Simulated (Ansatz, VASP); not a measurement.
TaN in VASP and in Ansatz

File INCAR:

```
SYSTEM = TaN
PREC = Accurate ; ENCUT = 520
EDIFF = 1E-6 ; ISMEAR = -1
SIGMA = 0.01 ; LREAL = .FALSE.
LASPH = .TRUE. ; NELM = 100
ALGO = Normal ; ISIF = 2
LWAVE = .FALSE. ; LCHARG = .TRUE.
GGA = PS ; LELF = .TRUE.
LVHAR = .TRUE. ; NBANDS = 24
```

KPOINTS

```
regular mesh
0
G
  11 11 6
  0 0 0
```

The input POSCAR:

```
TaN
1.0
    3.0681880104      0.0000000000      0.0000000000
   -1.5340940052      2.6571287606      0.0000000000
    0.0000000000      0.0000000000      4.9505704856
Ta N
2 2
Direct
    0.0000000000      0.0000000000      0.0000000000
    0.0000000000      0.0000000000      0.5000000000
    0.3333333333      0.6666666667      0.2500000000
    0.6666666667      0.3333333333      0.7500000000
```

Input for Ansatz:

```yaml
crystal:
  lattice:
    - [3.0681880104, 0.0, 0.0]
    - [-1.5340940052, 2.6571287606, 0.0]
    - [0.0, 0.0, 4.9505704856]
  atoms:
    - { symbol: Ta, position: [0.0, 0.0, 0.0] }
    - { symbol: Ta, position: [0.0, 0.0, 0.5] }
    - { symbol: "N", position: [0.3333333333, 0.6666666667, 0.25] }
    - { symbol: "N", position: [0.6666666667, 0.3333333333, 0.75] }
kpoints:
  mp_grid: { grid: [11, 11, 6] }
  band_path:
    path:
      - [0.0, 0.0, 0.0]
      - [0.5, 0.0, 0.0]
      - [0.3333333333, 0.3333333333, 0.0]
      - [0.0, 0.0, 0.0]
      - [0.0, 0.0, 0.5]
      - [0.5, 0.0, 0.5]
      - [0.3333333333, 0.3333333333, 0.5]
      - [0.0, 0.0, 0.5]
      - [0.5, 0.0, 0.5]
    npoints: 5
scf:
  occupations: { method: fermi_dirac, width: 0.01 }
hamiltonian:
  xc: pbesol
  pseudopotentials: { kind: all_electron, lapw: { basis_error: 0.001 } }
output:
  forces: true
  stress: true
  eigenvalues: true
```

Change from the starting cell: volume scaled by 1.02.

Alike in both runs: task single point; functional PBEsol; k mesh 11 × 11 × 6; occupations fermi-dirac, width 0.01 eV; no spin polarisation.

|  | VASP | Ansatz |
| --- | --- | --- |
| version | VASP 6.6.1 | Ansatz 0.2.0 |
| potentials or method | VASP PAW PBE potentials, release 64 (Ta_pv, N) | all-electron LAPW, scalar-relativistic |
| plane-wave cutoff (eV) | 520 | see its input |

VASP gave:

- pressure (GPa): 39.9
- largest component of the traceless stress (GPa): 51.20

Problem. What did Ansatz give for the same quantities?

Solution. Pressure (GPa): 38.0; largest component of the traceless stress (GPa): 50.50.

Ansatz ran all-electron here, so the differences hold the error of VASP's frozen core and of both bases.

Caveats: so large a pressure means that the cell lies far from this level's equilibrium, or that cutoff or potentials fall short (VASP); the potentials were made for another functional, which shifts forces and pressure (VASP). The runs have no spin-orbit coupling, so splittings on Ta are missing.
